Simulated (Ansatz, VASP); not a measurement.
**TiB: VASP beside Ansatz**

```
CELL_PARAMETERS angstrom
0.00000 2.07260 2.07260
2.07260 0.00000 2.07260
2.07260 2.07260 0.00000
ATOMIC_POSITIONS crystal
Ti 0.75000 0.75000 0.75000
B 0.00000 0.00000 0.00000
```

Change from the starting cell: volume scaled by 0.96.

Alike in both runs: task single point; functional LDA; k mesh 13 × 13 × 13; occupations fermi-dirac, width 0.05 eV; no spin polarisation.

|  | VASP | Ansatz |
| --- | --- | --- |
| version | VASP 6.6.1 | Ansatz 0.2.0 |
| potentials or method | VASP PAW LDA potentials, release 64 (Ti_sv, B), cutoff 520 eV | all-electron LAPW, scalar-relativistic |

|  | VASP | Ansatz | Ansatz less VASP |
| --- | --- | --- | --- |
| pressure (GPa) | 123.4 | 123.5 | +0.13 |

Ansatz ran all-electron here, so the differences hold the error of VASP's frozen core and of both bases.

Caveats: the cell as given lies far from equilibrium; so large a pressure means that the cell lies far from this level's equilibrium, or that cutoff or potentials fall short (VASP).
